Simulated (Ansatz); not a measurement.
# Structural energy differences of bismuth

Level of theory: DFT, revPBE, plane waves (420 eV) with PAW, scalar-relativistic in Ansatz 0.2.0. The PAW files were generated under PBE, with cores re-solved for the functional.

Each structure is relaxed within its own symmetry, so a high-lying one may be dynamically unstable.

```json
{"structure": "A7 rhombohedral", "ΔE (meV/atom)": "0", "V (Å³/atom)": "38.18", "cell": "a = 4.602 Å, c = 12.492 Å (c/a = 2.715)", "magnetic state": "spin not included"}
{"structure": "simple cubic", "ΔE (meV/atom)": "59", "V (Å³/atom)": "35.96", "cell": "a = 3.301 Å", "magnetic state": "spin not included"}
{"structure": "bcc", "ΔE (meV/atom)": "151", "V (Å³/atom)": "32.31", "cell": "a = 4.013 Å", "magnetic state": "spin not included"}
{"structure": "diamond", "ΔE (meV/atom)": "153", "V (Å³/atom)": "49.74", "cell": "a = 7.355 Å", "magnetic state": "spin not included"}
{"structure": "hcp", "ΔE (meV/atom)": "157", "V (Å³/atom)": "32.27", "cell": "a = 3.565 Å, c = 5.865 Å (c/a = 1.645)", "magnetic state": "spin not included"}
{"structure": "omega (AlB2-type)", "ΔE (meV/atom)": "165", "V (Å³/atom)": "32.68", "cell": "a = 5.774 Å, c = 3.396 Å (c/a = 0.588)", "magnetic state": "spin not included"}
{"structure": "dhcp", "ΔE (meV/atom)": "175", "V (Å³/atom)": "32.34", "cell": "a = 3.547 Å, c = 11.874 Å (c/a = 3.348)", "magnetic state": "spin not included"}
{"structure": "fcc", "ΔE (meV/atom)": "203", "V (Å³/atom)": "32.51", "cell": "a = 5.066 Å", "magnetic state": "spin not included"}
{"structure": "A15", "ΔE (meV/atom)": "255", "V (Å³/atom)": "33.18", "cell": "a = 6.427 Å", "magnetic state": "spin not included"}
```

ΔE counts from A7 rhombohedral.

Differences under about 8 meV lie within the error of the k-point mesh.
